# Copper in a cell of fixed size: where does the pressure come from?

A copper crystal is held at one volume, with its atoms at rest, and its pressure is computed five times with density functional theory. Only the pseudopotential and the plane-wave cutoff change. A pseudopotential stands in for the nucleus and the innermost electrons. The cutoff, listed under "basis", is the highest kinetic energy of the plane waves from which the orbitals are built. The last column gives the distance of each pressure from the middle one of the five.

Fcc copper computed with ABINIT and the PBE functional, in a one-atom primitive cell with edges of 2.556 Å, without spin polarisation, spin-orbit coupling or a dispersion correction. All rows use a 13×13×13 k mesh and Fermi-Dirac smearing of 0.05 eV. The basis column gives the plane-wave cutoff, and pressure is positive in compression.

```
                         potentials    basis  pressure (GPa)  pressure less the median of the rows (GPa)
 PseudoDojo NC SR PBE v0.5 standard  1252 eV           1.410                                      -0.220
PseudoDojo NC SR PBE v0.5 stringent  1415 eV           1.420                                      -0.210
                      Ansatz NC PBE  1252 eV           1.630                                       0.000
                   SPMS NC PBE v1.0  1007 eV           1.720                                       0.090
                   SG15 NC PBE v1.2  1252 eV           1.850                                       0.220
```

## 1. Which potential gives the highest pressure, which the lowest, and how far apart are they?

**Answer.** SG15 gives the highest pressure, 1.85 GPa, and PseudoDojo standard the lowest, 1.41 GPa. The gap of 0.44 GPa is about a quarter of the average pressure. The two PseudoDojo potentials agree to within 0.01 GPa.

**Remark.** A quarter sounds alarming, but a percentage of the pressure is a poor measure here. Pressure passes through zero at the volume where the crystal is at rest, and near that point any small difference becomes a large percentage. A better measure is the change in size that the difference would cause, which question 3 works out.

## 2. No pressure was set in these runs. Why does it come out positive in every row?

**Answer.** The pressure is the downhill slope of the energy $E$ with the volume $V$:

$$P=-\frac{dE}{dV}$$

A positive value means that the energy would fall if the cell grew. The calculation holds the crystal in a cell slightly smaller than it would choose for itself, and the pressure is the crystal's push against that constraint.

**Remark.** The cell is close to that of real copper, and PBE is known to make copper slightly too large. This accounts for the common sign. The vibration of the atoms, left out here, would push outward as well, so including it would not bring the pressure back to zero. All five rows share the functional, so their agreement on the sign is no test of PBE itself.

## 3. How much would the crystal grow if it were released?

**Answer.** In the limit of an infinitely stiff crystal, any pressure would leave the size unchanged. For a real one the bulk modulus $B$, the resistance to a change of volume, sets the scale. Close to the resting volume, the fractional growth in volume is about $P/B$. A cube grows equally along three edges, so the fractional growth of its edge $a$ is a third of that:

$$\frac{\Delta a}{a}\approx\frac{P}{3B}$$

Copper has a bulk modulus of roughly 140 GPa, a recalled value. The average pressure of 1.61 GPa then gives $1.61/(3\times140)$, or about 0.4 %. The edge of the cubic cell would grow from 3.615 Å to about 3.63 Å.

The same step turns the disagreement between the potentials into a length. The gap of 0.44 GPa corresponds to about 0.1 % of the edge, or 0.004 Å. The potentials therefore differ visibly in pressure while describing crystals of almost the same size.

**Remark.** The formula treats the stiffness as constant, which is reasonable for so small a growth. It is an estimate, since no cell was relaxed to check it. It also shows what changes with the element: in a metal half as stiff, the same difference in pressure would mean twice the fractional difference in length.

## 4. The total energies of these runs differ by up to 292 eV per atom. Why are the pressures not wildly different too?

**Answer.** Suppose that two potentials gave energies differing by a fixed amount, the same at every volume. One energy curve would lie far above the other, but their slopes would be identical, and so would the pressures. Much of the difference between pseudopotentials is of this kind. Each replaces the inner electrons in its own way and so counts energy from its own zero.

The PseudoDojo pair comes close to this limit. Its two total energies lie 100 eV per atom apart, yet its pressures are practically equal. SPMS and SG15 show the opposite case: their energies differ by less than 1 eV per atom, but their pressures differ by 0.13 GPa.

**Remark.** What matters is the part of the energy difference that changes with volume, and that part is tiny. For a volume change of 1 %, the whole gap of 0.44 GPa corresponds to only 0.3 meV per atom. Pressure is thus blind to a huge constant offset and sensitive to a minute one that varies with volume.

## 5. Does the cutoff explain the order of the rows?

**Answer.** The nominal cutoff does not. The lowest and the highest pressure were both computed at 1252 eV, so the full gap appears without any change in this setting. SPMS has the lowest cutoff of all, yet its pressure is the second highest.

An incomplete basis can still contribute. When the cell expands while the number of plane waves stays fixed, every wave is stretched and its kinetic energy falls. The effective cutoff drops, the orbitals are described less well, and the energy comes out too high in the larger cell. Expansion then looks less favourable than it is, so the computed pressure is usually too low.

**Remark.** In the limit of a complete basis this error vanishes. Raising the cutoff should therefore usually raise the pressure, until it settles. Equal cutoffs do not guarantee equal errors, because a potential that varies sharply near the nucleus needs shorter waves than a smooth one. The rows at 1252 eV may thus stand at different distances from their own limits.

## 6. What would still separate the rows if every basis were complete?

**Answer.** The potentials themselves. All of them treat the same 19 electrons per atom explicitly and freeze the rest, so the number of active electrons is not the source of the gap. They differ in how they imitate the frozen core and in how accurately they reproduce its effect when neighbouring atoms move closer or further apart.

One possible contributor is the exchange-correlation energy where the core and the outer electrons overlap. This energy is not proportional to the density, so the value for the combined density is not the sum of the values for its two parts. A nonlinear core correction deals with this by adding a model of the core density. PseudoDojo uses such a correction and SG15 does not, which may account for some of the distance between them.

**Remark.** This last step is a conjecture. The two potentials also differ in other details of their construction, and their basis errors may differ as well. A clean test would change only the core correction, with the cutoff raised until the pressure no longer moves. If core and outer electrons did not overlap at all, the correction would have no effect on the pressure.

## 7. Which digits describe copper, and which describe the settings?

**Answer.** The positive sign can be trusted as a result of static PBE for this cell. The rough size, between one and two GPa in all five rows, is likely to hold as well, but no potential was run at a second cutoff to confirm it. The k mesh, the grid of wave vectors on which the electrons are sampled, was not varied either. All rows share it, so an error from this source need not show in their spread. The sign has three supports. Even the lowest pressure is about three times the gap between the potentials. The usual basis error makes the pressure too low, so removing it would strengthen the sign. Finally, PBE is known to make copper slightly too large, which points to a positive pressure in this cell independently of these runs.

The first decimal already depends on the choice of potential, and the second belongs to the individual run. Ansatz and SPMS, for example, differ by only 0.09 GPa and were run at different cutoffs. Their order should not be read as a ranking of the potentials.

**Remark.** For practical work, the potential and the cutoff should stay the same throughout a series of pressures. A change of potential halfway through could introduce a step of up to 0.44 GPa, judging by these rows, which might be mistaken for a response of the material. If only the size of the crystal is wanted, the same change matters far less, because copper is stiff and turns that step into about a thousandth of its edge length.
